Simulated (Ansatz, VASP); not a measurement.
Given: the input of a run of Ansatz 0.2.0 on PbO (Litharge).

File input.yaml:

```yaml
crystal:
  lattice:
    - [3.9632206696, 0.0, 0.0]
    - [0.0, 3.9632206696, 0.0]
    - [0.0, 0.0, 4.9763748258]
  atoms:
    - { symbol: Pb, position: [0.5, 0.0, 0.76] }
    - { symbol: Pb, position: [0.0, 0.5, 0.24] }
    - { symbol: O, position: [0.5, 0.5, 0.0] }
    - { symbol: O, position: [0.0, 0.0, 0.0] }
hamiltonian:
  xc: pbesol
  pseudopotentials: { kind: paw }
kpoints:
  mp_grid: { grid: [7, 7, 6] }
scf:
  occupations: { method: fermi_dirac, width: 0.05 }
output:
  forces: true
  stress: true
  eigenvalues: true
```

Potentials or basis: Ansatz PAW.

Run with:

```sh
$ ansatz run input.yaml --threads 1 --pin off --max-ram 3584MiB --backend cpu --events-out ev --progress --plain --runs-dir out
```

Question: Translate it to VASP 6.6.1. Potentials there: VASP PAW PBE potentials, release 64 (Pb_d, O).

Answer: As run (the cutoff follows the program's own potentials):

INCAR

```
PREC = Accurate
ENCUT = 520
EDIFF = 1E-7
ISMEAR = -1
SIGMA = 0.05
LREAL = False
LASPH = True
NELM = 80
ALGO = Normal
ISIF = 2
LWAVE = False
LCHARG = False
GGA = PS
NBANDS = 28
```

Contents of KPOINTS:

```
regular mesh
0
Gamma
  7 7 6
```

Contents of POSCAR:

```
PbO
1.0
    3.9632206696      0.0000000000      0.0000000000
    0.0000000000      3.9632206696      0.0000000000
    0.0000000000      0.0000000000      4.9763748258
Pb O
2 2
Direct
    0.5000000000      0.0000000000      0.7600000000
    0.0000000000      0.5000000000      0.2400000000
    0.5000000000      0.5000000000      0.0000000000
    0.0000000000      0.0000000000      0.0000000000
```

Potentials or basis: VASP PAW PBE potentials, release 64 (Pb_d, O).

Command:

```bash
$ cat potpaw_PBE.64/Pb_d/POTCAR potpaw_PBE.64/O/POTCAR > POTCAR
$ mpirun -np 1 vasp_std > vasp.out
```

Both were run:

|  | VASP | Ansatz | Ansatz less VASP |
| --- | --- | --- | --- |
| gap on the k mesh at the Fermi level (eV) | 1.34 | 1.33 | -0.007 |
| least direct gap on the mesh (eV) | 2.31 | 2.33 | +0.015 |
| pressure (GPa) | 0.9 | 0.8 | -0.08 |
| largest component of the traceless stress (GPa) | 0.45 | 0.44 | -0.014 |
| rms of the force components (eV/Å) | 0.009 | 0.027 | +0.0178 |

Atom by atom the forces differ by 0.018 eV/Å (rms over components). The functional is the same, so the differences come from potentials, cutoffs and numerics.

Caveats: spin-orbit coupling is left out, which as a rule narrows the gap of such compounds by several tenths of an eV; the PAW data sets were made with another functional, which shifts forces and pressure a little (VASP); an odd mesh through Γ misses points on the zone boundary, where band edges often lie (VASP); odd divisions of the mesh miss points on the zone boundary, where band edges often lie, so the gap on the mesh can be too wide (Ansatz); the pressure holds a Pulay correction of +0.3 GPa for the finite cutoff (Ansatz); the PAW data sets come from PBE, with cores solved anew for the run's functional, which leaves a small shift of forces and pressure (Ansatz).
